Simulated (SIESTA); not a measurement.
The system is Pb.

```xyz
1
Lattice="0.0000 2.4750 2.4750 2.4750 0.0000 2.4750 2.4750 2.4750 0.0000" Properties=species:S:1:pos:R:3 pbc="T T T"
Pb    0.0000    0.0000    0.0000
```

Base run:

* Program: SIESTA 5.4.2
* Functional: PBE
* Potentials or basis: PseudoDojo 0.4 standard (PBE files)
* Basis: DZ (energy shift 0.01 Ry)
* Grid cutoff: 500 Ry
* Energy shift: 0.01 Ry
* k mesh: 9 × 9 × 9
* Occupations: fermi-dirac, width 0.05 eV
* Spin: no spin polarisation

Its results: band gap on the k mesh none (metal or under the smearing width); pressure 2.0 GPa.

**Question.** The run is repeated on the same cell with these changes: basis from DZ (energy shift 0.01 Ry) to DZ (energy shift 0.003 Ry; two zetas on semicore shells); energy shift from 0.01 Ry to 0.003 Ry. What comes out?

**Answer.** Band gap on the k mesh none (metal or under the smearing width); pressure 2.8 GPa.

Caveats: the basis has no polarisation orbitals; spin-orbit coupling is left out, which moves the levels of the heavy elements; the basis of atomic orbitals isn't converged, which shifts pressures, moduli and gaps; semicore shells carry a single zeta, which can move pressures by several GPa and volumes by a few percent (some runs).
